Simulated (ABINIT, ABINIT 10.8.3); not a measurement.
# Lattice constant of silicon: PBEsol well within one per cent, with the k mesh mattering more than the cutoff

## Experimental context

The reference is the cubic lattice parameter of silicon at 293.15 K, a = 5.431 Å, from "An accurate determination of the Avogadro constant by counting the atoms in a 28Si crystal" (2010, arXiv:1010.2317). It was obtained by X-ray interferometry on a float-zone, dislocation-free crystal enriched in 28Si. The interferometer was cut from the material between the two spheres, and the value was then corrected for the different point-defect content of the sphere. I regard the isotope shift from natural silicon as negligible for the present comparison. Powder values near room temperature lie close to the reference, and the values at 100 K and below are slightly smaller. The low-temperature value at 5 K is a literature value taken over from earlier work.

| compared with | measured | source's wording or label | T (K) | method |
| --- | --- | --- | --- | --- |
| a (Å) | 5.431 | 543.0996234 pm | 293.15 | X-ray interferometry * |
| a (Å) | 5.42982 | cubic lattice constant, previously observed value | 5 | literature lattice parameter and thermal expansion data |
| a (Å) | 5.43132 | 5.431324 ± 1e-06 A | room temperature | X-ray total scattering, PDF refinement |
| a (Å) | 5.43123 ± 0.00008 | 5.43123 ± 8e-05 A | – | certified X-ray diffraction standard |
| a (Å) | 5.43001 | 5.430014 ± 3e-06 A | 100 | synchrotron powder X-ray diffraction, Rietveld |
| a (Å) | 5.43006 | 5.430057 ± 1e-06 A | 100 | X-ray total scattering, PDF refinement |

Where a quantity has several values, deviations refer to the one marked *.

Conditions are those given with the value in the passage it was taken from; "not stated" means there, and the paper may say more elsewhere. The values are a selection: others may have been left out beforehand as unlike or outlying.

## Aim and plan

I want the cheapest calculation that gives the lattice constant of silicon within 1 % of the reference. That is about 0.05 Å in length and about 3 % in volume, close enough for the relaxed cell to serve as a starting point for further work. It is also a fair demand on semilocal functionals, whose usual errors for the lattice constants of simple semiconductors range from a few tenths of a per cent to somewhat over one per cent.

The model is the two-atom primitive cell of the diamond structure, without spin polarisation, since silicon is a nonmagnetic semiconductor. Symmetry fixes the atomic positions, so the relaxation has one free parameter, the lattice constant. The starting cell from diffraction has the same a as the reference, and any departure from it is therefore the work of the calculation. The relaxation describes a static lattice. Thermal expansion up to room temperature amounts to a few hundredths of a per cent and zero-point expansion to roughly 0.1 %; both make the measured crystal larger than the static one, and both are small against the target.

In so small a cell a local and a gradient-corrected functional cost nearly the same, and the k mesh and cutoff decide the expense. I therefore begin with a coarse mesh, then refine the settings one at a time and test the potentials.

System: Si (silicon), diamond cubic; Fd-3m (No. 227), 2 atoms in the primitive cell; the database structure is a diffraction structure: a = 5.431 Å; structure from the Crystallography Open Database.

## 1. PBEsol on a coarse mesh

PBEsol was designed for the equilibrium structures of solids, and I expect it to come within a few tenths of a per cent for silicon. A 4x4x4 mesh is light, but silicon has a gap, so the sampling error should be moderate. The PAW datasets were made for PBE; this mismatch should matter little for a functional so closely related, and it will need a test of its own.

**Run 1.** ABINIT 10.8.3: PBEsol, JTH PAW datasets, cell and atoms relaxed from the database structure, cutoff 20 Ha, 4x4x4 k mesh, Gaussian smearing 0.02 eV; PBE datasets.

Key lines of the input:
```
# potential files: JTH PAW datasets, made for PBE
ecut 20
pawecutdg 40
ecutsm 0.5
dilatmx 1.06
optcell 2
ionmov 2
ntime 50
tolmxf 5.0d-5
ixc -116133
ngkpt 4 4 4
shiftk 0.0 0.0 0.0
occopt 7
tsmear 0.02 eV
nband 9
nstep 80
tolvrs 1.0d-10
diemac 6
pseudos "Si.xml"
ntypat 1
znucl 14
natom 2
typat 1 1
# ... acell, rprim, xred
```

Command:
```
OMP_NUM_THREADS=1 mpirun -n 8 abinit run.abi > run.log
```

Selected lines of the output:
```
 At Broyd/MD step   3, gradients are converged :
-Cartesian components of stress tensor (GPa)         [Pressure=  5.0557E-03 GPa]
            acell      7.2765051124E+00  7.2765051124E+00  7.2765051124E+00 Bohr
            rprim      0.0000000000E+00  7.0710678119E-01  7.0710678119E-01
                       7.0710678119E-01  0.0000000000E+00  7.0710678119E-01
                       7.0710678119E-01  7.0710678119E-01  0.0000000000E+00
```

Converged; 6.6 s on 8 cores of AMD EPYC 7R43 64, shared host.

| quantity | run 1 | measured | deviation |
| --- | --- | --- | --- |
| a (Å) | 5.4455 | 5.431 | +0.0145 (+0.3 %) |
| final pressure (GPa) | 0.005056 |  |  |
| conventional cell volume (Å³) | 161.48 |  |  |

The lattice constant comes out 0.0145 Å above the reference, or 0.3 %, well inside the target. The relaxation finished in three steps with almost no pressure left, so the cell is at equilibrium for these settings. That says nothing about the mesh, however. A Γ-centred 4x4x4 grid is coarse for a two-atom cell, and its sampling error could be as large as the deviation itself. I don't yet credit the agreement to PBEsol.

## 2. A denser k mesh

I double the mesh in each direction, to 8x8x8, and keep functional, datasets and cutoff, so that any shift belongs to the sampling. I expect a change of a few tenths of a per cent at most, which would leave the result within the target. The run will cost more, but for two atoms that is easily borne.

**Run 2.** ABINIT 10.8.3: PBEsol, JTH PAW datasets, cell and atoms relaxed from the database structure, cutoff 20 Ha, 8x8x8 k mesh, Gaussian smearing 0.02 eV; PBE datasets.

Key lines of the input, as changed from run 1:
```diff
- ngkpt 4 4 4
+ ngkpt 8 8 8
```

Selected lines of the output:
```
 At Broyd/MD step   3, gradients are converged :
-Cartesian components of stress tensor (GPa)         [Pressure=  3.9461E-04 GPa]
            acell      7.2605680349E+00  7.2605680349E+00  7.2605680349E+00 Bohr
            rprim      0.0000000000E+00  7.0710678119E-01  7.0710678119E-01
                       7.0710678119E-01  0.0000000000E+00  7.0710678119E-01
                       7.0710678119E-01  7.0710678119E-01  0.0000000000E+00
```

Converged; 9.6 s, same machine.

| quantity | run 2 | measured | deviation |
| --- | --- | --- | --- |
| a (Å) | 5.4336 | 5.431 | +0.0026 (+0.0 %) |
| final pressure (GPa) | 0.000395 |  |  |
| conventional cell volume (Å³) | 160.42 |  |  |

The denser mesh shortens the lattice constant by 0.0119 Å and leaves it 0.0026 Å above the reference. Most of the deviation in the first run was therefore sampling error, not a property of PBEsol. The coarse mesh still meets the 1 % target, with an error of about 0.2 % relative to the denser one. Since both relaxations take only seconds, there is little reason to accept that error in a cell of this size.

## 3. Cutoff below and above

The plane-wave cutoff is the other numerical setting that could shift the cell. I bracket the 20 Ha used so far with 14 and 26 Ha on the 8x8x8 mesh. The higher value tests the present result, and the lower one shows whether a lighter basis would also serve. With PAW datasets I expect the step up to change a by no more than a few thousandths of an ångström, and the step down perhaps by somewhat more.

**Run 3.** ABINIT 10.8.3: PBEsol, JTH PAW datasets, cell and atoms relaxed from the database structure, cutoff 14 Ha, 8x8x8 k mesh, Gaussian smearing 0.02 eV; PBE datasets.

Key lines of the input, as changed from run 2:
```diff
- ecut 20
- pawecutdg 40
+ ecut 14
+ pawecutdg 28
```

Selected lines of the output:
```
 At Broyd/MD step   3, gradients are converged :
-Cartesian components of stress tensor (GPa)         [Pressure= -1.6803E-04 GPa]
            acell      7.2611219996E+00  7.2611219996E+00  7.2611219996E+00 Bohr
            rprim      0.0000000000E+00  7.0710678119E-01  7.0710678119E-01
                       7.0710678119E-01  0.0000000000E+00  7.0710678119E-01
                       7.0710678119E-01  7.0710678119E-01  0.0000000000E+00
```

Converged; 8.7 s, same machine.

**Run 4.** ABINIT 10.8.3: PBEsol, JTH PAW datasets, cell and atoms relaxed from the database structure, cutoff 26 Ha, 8x8x8 k mesh, Gaussian smearing 0.02 eV; PBE datasets.

Key lines of the input, as changed from run 2:
```diff
- ecut 20
- pawecutdg 40
+ ecut 26
+ pawecutdg 52
```

Command:
```
OMP_NUM_THREADS=1 mpirun -n 4 abinit run.abi > run.log
```

Selected lines of the output:
```
            acell      7.2604650858E+00  7.2604650858E+00  7.2604650858E+00 Bohr
```

Converged; 14 s on 4 cores of Intel Xeon Platinum 8375C at 2.90GHz (Ice Lake), shared host.

| quantity | run 3 | run 4 | measured |
| --- | --- | --- | --- |
| a (Å) | 5.4340 | 5.4335 | 5.431 |
| final pressure (GPa) | −0.000168 | 0.000266 |  |
| conventional cell volume (Å³) | 160.46 | 160.41 |  |

The cutoff hardly matters here. The lattice constants at 14, 20 and 26 Ha lie within 0.0005 Å of each other, less than I had allowed for and far below the shift from the k mesh. The pressures left at the end are too low to explain even these differences, which are probably slight effects of the basis, but they have no bearing on the target. For the 1 % target 14 Ha is sufficient with these datasets on the 8x8x8 mesh, although in so small a cell the lower cutoff saves hardly any time.

## 4. Other potentials, and the local density approximation

Two questions remain. The PAW datasets were made for PBE, so I repeat PBEsol with PseudoDojo norm-conserving potentials, at 18 Ha and on a 6x6x6 mesh. The mesh changes along with the potentials, so a small shift could come from either; I expect agreement to about 0.01 Å.

The other question is whether the simplest functional would already do. I relax the cell with LDA on the 8x8x8 mesh at 20 Ha, which differs from the earlier PBEsol run in the functional and its datasets. LDA usually binds solids too tightly, so I expect a lattice constant roughly half a per cent too short, still within the target.

**Run 5.** ABINIT 10.8.3: PBEsol, PseudoDojo norm-conserving potentials, cell and atoms relaxed from the database structure, cutoff 18 Ha, 6x6x6 k mesh, Gaussian smearing 0.02 eV.

Key lines of the input:
```
# potential files: PseudoDojo norm-conserving potentials, made for PBEsol
ecut 18
ecutsm 0.5
dilatmx 1.06
optcell 2
ionmov 2
ntime 50
tolmxf 5.0d-5
ngkpt 6 6 6
shiftk 0.0 0.0 0.0
occopt 7
tsmear 0.02 eV
nband 9
nstep 80
tolvrs 1.0d-10
diemac 6
pseudos "Si.upf"
ntypat 1
znucl 14
natom 2
typat 1 1
# ... acell, rprim, xred
```

Selected lines of the output:
```
            acell      7.2593822925E+00  7.2593822925E+00  7.2593822925E+00 Bohr
```

Converged; 4 s, same machine.

**Run 6.** ABINIT 10.8.3: LDA, JTH PAW datasets, cell and atoms relaxed from the database structure, cutoff 20 Ha, 8x8x8 k mesh, Gaussian smearing 0.02 eV.

Key lines of the input, as changed from run 2:
```diff
- # potential files: JTH PAW datasets, made for PBE
+ # potential files: JTH PAW datasets, made for LDA
- ixc -116133
```

Selected lines of the output:
```
            acell      7.2178385828E+00  7.2178385828E+00  7.2178385828E+00 Bohr
```

Converged; 12 s on 8 cores of AMD EPYC 7R43 64, shared host.

| quantity | run 5 | run 6 | measured |
| --- | --- | --- | --- |
| a (Å) | 5.4327 | 5.4016 | 5.431 |
| final pressure (GPa) | 0.000113 | −0.000323 |  |
| conventional cell volume (Å³) | 160.34 | 157.60 |  |

With norm-conserving potentials made for PBEsol, the lattice constant is 5.4327 Å, only 0.0009 Å below the PAW result on the 8x8x8 mesh. This is closer than I had expected and gives no sign that the PBE datasets distort the PBEsol cell noticeably. Potentials, mesh and cutoff all changed between the two runs, so partial cancellation remains possible and I can't assign the small difference to any one of them.

LDA gives 5.4016 Å, which is 0.0294 Å or 0.5 % below the reference. The cell is too short by about the amount I had expected, and it meets the target. On the same mesh and at the same cutoff, PBEsol lies 0.0320 Å higher and much nearer to the measured value. The LDA relaxation also takes about as long as the PBEsol one, so for this crystal the simpler functional brings no practical saving.

## Overview

| run | settings | a (Å) | deviation | cost |
| --- | --- | --- | --- | --- |
| 1 | PBEsol, JTH PAW datasets, cutoff 20 Ha, 4x4x4 k mesh, PBE datasets | 5.4455 | +0.0145 (+0.3 %) | under 1 core-min |
| 2 | PBEsol, JTH PAW datasets, cutoff 20 Ha, 8x8x8 k mesh, PBE datasets | 5.4336 | +0.0026 (+0.0 %) | 77 core-s |
| 3 | PBEsol, JTH PAW datasets, cutoff 14 Ha, 8x8x8 k mesh, PBE datasets | 5.4340 | +0.0030 (+0.1 %) | 70 core-s |
| 4 | PBEsol, JTH PAW datasets, cutoff 26 Ha, 8x8x8 k mesh, PBE datasets | 5.4335 | +0.0025 (+0.0 %) | under 1 core-min |
| 5 | PBEsol, PseudoDojo norm-conserving potentials, cutoff 18 Ha, 6x6x6 k mesh | 5.4327 | +0.0017 (+0.0 %) | under 1 core-min |
| 6 | LDA, JTH PAW datasets, cutoff 20 Ha, 8x8x8 k mesh | 5.4016 | −0.0294 (−0.5 %) | 92 core-s |
|  | measured | 5.431 |  |  |

Further runs on the same system, made beside this series (convergence steps with loose settings among them):

| further | settings | a (Å) | deviation | cost |
| --- | --- | --- | --- | --- |
| F1 | PBE+D3(BJ), JTH PAW datasets, cutoff 20 Ha, 8x8x8 k mesh | 5.4194 | −0.0115 (−0.2 %) | under 1 core-min |
| F2 | Wu-Cohen GGA, JTH PAW datasets, cutoff 20 Ha, 8x8x8 k mesh, PBE datasets | 5.4318 | +0.0008 (+0.0 %) | under 1 core-min |
| F3 | BLYP, JTH PAW datasets, cutoff 20 Ha, 8x8x8 k mesh, PBE datasets | 5.5365 | +0.1055 (+1.9 %) | 66 core-s |
| F4 | PBE, JTH PAW datasets, cutoff 20 Ha, 8x8x8 k mesh | 5.4684 | +0.0374 (+0.7 %) | under 1 core-min |
| F5 | PBEsol, JTH PAW datasets, cutoff 20 Ha, 10x10x10 k mesh, PBE datasets | 5.4334 | +0.0025 (+0.0 %) | under 1 core-min |
| F6 | PBEsol, JTH PAW datasets, cutoff 20 Ha, 8x8x8 k mesh, optcell 1, PBE datasets | 5.4336 | +0.0026 (+0.0 %) | 69 core-s |
|  | measured | 5.431 |  |  |

## Assessment

PBEsol with PAW datasets, at 20 Ha and on the 8x8x8 mesh, meets the 1 % target easily. It gives a = 5.4336 Å, 0.0026 Å above the reference, for 77 core-seconds. The cheapest sound run of the main series is the one with norm-conserving potentials, which also meets the target and took 4 s on 4 cores, though on a different machine.

The k mesh was the setting that mattered. The 4x4x4 result also lies within 1 %, but most of its deviation is sampling error, so that mesh is too coarse to judge the functional. Going from 8x8x8 to 10x10x10 moves a by only 0.0002 Å. The cutoff tests changed almost nothing, so 14 Ha would have been enough. Norm-conserving potentials made for PBEsol agree to 0.0009 Å, although mesh and cutoff changed with them, so the effect of the PBE datasets alone is not shown in this report.

The near-perfect agreement is partly a cancellation. The measured crystal is expanded by zero-point motion and temperature, together by roughly 0.2 %, most of it zero-point and somewhat more than I allowed for in the plan. Against a static lattice PBEsol would therefore be too long by roughly 0.2 %, which I put down mainly to the functional. The same correction removes roughly a third of the miss of LDA, which is 0.5 % too short against the room-temperature value.

LDA, PBE, PBE+D3(BJ) and Wu-Cohen also pass, so the target does not require PBEsol. Nor does a simpler functional save anything worthwhile in a cell this small. Wu-Cohen comes even nearer to the reference than PBEsol, but the difference is too small to rank the two. BLYP fails, at 1.9 % too long, and the correction widens its miss. BLYP is known to make covalent semiconductors too large, so I put the miss down mainly to the functional, though its PBE datasets may contribute.

[Logs are printed without paths, hosts, clocks, repeated set-up lines and the standing remarks that a program may print on its own settings, such as how far it seeks lower states.]

[The runs shown are a pick from a larger set of finished runs; failed, doubtful and other runs were left out of it ahead of writing. So were measured values far from every level or from commonly accepted values, and agreement can look better than it is. Lines of input and output are excerpts and may be shortened.]
